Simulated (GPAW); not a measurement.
Here is a GPAW 26.7.0 calculation.

File run.py:

```python
from ase import Atoms
from ase.dft.bandgap import bandgap
from ase.io import write
from ase.units import Bohr, GPa
from gpaw import GPAW, PW
from gpaw.elf import elf_from_dft_calculation

atoms = Atoms(['Au', 'Cu', 'Cu', 'Cu'],
              cell=[[3.74, 0.0, 0.0],
                    [0.0, 3.74, 0.0],
                    [0.0, 0.0, 3.74]],
              scaled_positions=[[0.0, 0.0, 0.0],
                                [0.5, 0.5, 0.0],
                                [0.5, 0.0, 0.5],
                                [0.0, 0.5, 0.5]],
              pbc=True)

calc = GPAW(mode=PW(600),
            xc='PBE',
            kpts={'size': (7, 7, 7), 'gamma': True},
            occupations={'name': 'methfessel-paxton', 'order': 0, 'width': 0.016},
            nbands=42,
            convergence={'density': 1e-05, 'energy': 1e-05},
            maxiter=150,
            txt='gpaw.txt')
atoms.calc = calc
energy = atoms.get_potential_energy()
forces = atoms.get_forces()
stress = atoms.get_stress()
calc.write('gs.gpw')
write('result.traj', atoms)
print(f'Energy: {energy:.6f} eV')
print('Forces (eV/A):')
print(forces.round(4))
print('Stress (GPa):', (stress / GPa).round(3))
print('Fermi level:', round(calc.get_fermi_level(), 4), 'eV')
print(f'Gap: {bandgap(calc)[0]:.4f} eV, direct: {bandgap(calc, direct=True)[0]:.4f} eV')

# fields on the real-space grid
write('density.cube', atoms, data=calc.get_pseudo_density() * Bohr**3)
write('potential.cube', atoms, data=calc.get_electrostatic_potential())
write('elf.cube', atoms, data=elf_from_dft_calculation(calc).data)
```

Potentials or basis: GPAW PAW data sets (gpaw-data 1.2.1), pw.

Command:

```console
$ OMP_NUM_THREADS=1 python run.py
```

**Question.** Estimate the band gap on the k mesh.

**Answer.** None (metal or under the smearing width).

**Question.** Predict the pressure.

**Answer.** 6.9 GPa.

Caveat: with these Cu and Au data sets, volumes or pressures lay over 1.5 % or 2 GPa off other programs in two to four cells of ten. Spin-orbit coupling is left out, which matters for the levels of Au.
